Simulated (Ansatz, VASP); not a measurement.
# Two plane-wave programs on CuAu

File INCAR:

```
SYSTEM = CuAu
PREC = Accurate
ENCUT = 520
EDIFF = 1E-7
ISMEAR = 0
SIGMA = 0.15
LREAL = .False.
LASPH = .True.
NELM = 80
ALGO = Fast
ISIF = 2
LWAVE = .False.
LCHARG = .True.
GGA = PE
LELF = .True.
LVHAR = .True.
NBANDS = 18
```

Contents of KPOINTS:

```
regular mesh
0
Gamma
  18 18 14
  0 0 0
```

File POSCAR:

```
CuAu
1.0
    2.6600000000      0.0000000000      0.0000000000
    0.0000000000      2.6600000000      0.0000000000
    0.0000000000      0.0000000000      3.8535000000
Cu Au
1 1
Direct
    0.5000000000      0.5000000000      0.5000000000
    0.0000000000      0.0000000000      0.0000000000
```

Input for Ansatz:

```yaml
crystal:
  lattice:
    - [2.66, 0.0, 0.0]
    - [0.0, 2.66, 0.0]
    - [0.0, 0.0, 3.8535]
  atoms:
    - { symbol: Cu, position: [0.5, 0.5, 0.5] }
    - { symbol: Au, position: [0.0, 0.0, 0.0] }
basis:
  ecutwfc: 420
kpoints:
  mp_grid: { grid: [18, 18, 14] }
hamiltonian:
  xc: pbe
scf:
  occupations: { method: gaussian, width: 0.15 }
output:
  forces: true
  stress: true
  eigenvalues: true
```

Change from the starting cell: strain -0.050 along x and y, +0.050 along z, atoms carried along.

Alike in both runs: task single point; functional PBE; k mesh 18 × 18 × 14; occupations gaussian, width 0.15 eV; no spin polarisation.

```csv
,VASP,Ansatz
version,VASP 6.6.1,Ansatz 0.2.0
potentials or method,"VASP PAW PBE potentials, release 64 (Cu, Au)","scalar-relativistic, plane waves, PAW"
plane-wave cutoff (eV),520,420
valence electrons in the cell,22,38
```

Ansatz gave:

| Property | Result |
| --- | --- |
| gap on the k mesh at the Fermi level (eV) | none |
| pressure (GPa) | 19.3 |
| largest component of the traceless stress (GPa) | 7.07 |

Q: Estimate VASP's values.

A: gap on the k mesh at the Fermi level (eV): none; pressure (GPa): 19.1; largest component of the traceless stress (GPa): 6.94.

A gap of «none» marks a metal or a gap that the smearing closes. The two sets of potentials don't hold the same shells in valence.

Caveats: so large a pressure means that the cell lies far from this level's equilibrium, or that cutoff or potentials fall short (VASP). Spin-orbit coupling is left out, which matters for the levels of Au.
